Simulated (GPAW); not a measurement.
Runs of GPAW 26.7.0 on TaN. Symmetry: Fm-3m, No. 225, cubic system. The conventional cell has a = 4.423 Å, b = 4.423 Å, c = 4.423 Å, α = 90.00°, β = 90.00°, γ = 90.00°. Ta (site symmetry m-3m) is surrounded by 6 N at 2.21 Å. Around N (site symmetry m-3m) lie 6 Ta at 2.21 Å. The cell comes from a database or a generator and needn't be the stable form of this composition.

| task | level | potentials or basis | U | cell | k mesh | optimizer | fmax | max steps | convergence | band path | gap on the mesh (eV) | pressure (GPa) | relaxed volume (Å³/atom) |
| --- | --- | --- | --- | --- | --- | --- | --- | --- | --- | --- | --- | --- | --- |
| relaxation of cell and atoms | PBEsol+D3(BJ)+ATM | PAW data sets generated in the run's folder for this functional, pw | - | relaxed | 10 × 10 × 10 | BFGS | 0.02 eV/Å | 60 | density=1e-05 forces=0.0001 | - | none | 0.0 | 10.30 |
| band structure | PBE+U | GPAW PAW data sets (gpaw-data 1.2.1), pw | Ta d U = 4 eV | as given | 8 × 8 × 8 | - | - | - | - | GXWKGLUWLK,UX | - | 9.2 | - |
| band structure | LDA | the program's PAW data sets (release 1.2.1) made for this functional, other valence, pw | - | as given | 8 × 8 × 8 | - | - | - | - | GXWKGLUWLK,UX | - | -9.0 | - |
| relaxation of cell and atoms | PBEsol+D3(BJ) | PAW data sets generated in the run's folder for this functional, pw | - | relaxed | 10 × 10 × 10 | BFGS | 0.02 eV/Å | 60 | density=1e-05 forces=0.0001 | - | none | 0.0 | 10.25 |
| relaxation of cell and atoms | PBEsol+D4 | PAW data sets generated in the run's folder for this functional, pw | - | relaxed | 10 × 10 × 10 | BFGS | 0.02 eV/Å | 60 | density=1e-05 forces=0.0001 | - | none | 0.0 | 10.37 |
| relaxation of cell and atoms | PBEsol | PAW data sets generated in the run's folder for this functional, pw | - | relaxed | 10 × 10 × 10 | BFGS | 0.02 eV/Å | 60 | density=1e-05 forces=0.0001 | - | none | 0.3 | (b) |
| relaxation of cell and atoms | PBEsol+D3 | PAW data sets generated in the run's folder for this functional, pw | - | relaxed | 10 × 10 × 10 | BFGS | 0.02 eV/Å | 60 | density=1e-05 forces=0.0001 | - | none | 0.0 | (a) |

Alike in all rows: no spin polarisation; cutoff (eV) 800; smearing fermi-dirac 0.05 eV.

Estimate the missing entries.

(a) 10.29; (b) 10.45.

Caveats: later steps reuse the first step's grids (some runs); pairwise dispersion overbinds metals, which lowers pressure and volume (some runs); spin-orbit coupling is left out, which moves the levels of the heavy elements (some runs); U without spin polarisation on a metal has little footing (some runs).

A k mesh can miss the band edges, and the runs leave out spin-orbit coupling on Ta.

A gap of «none» marks a metal or a gap under the smearing width.

The runs don't all hold the same shells in valence.
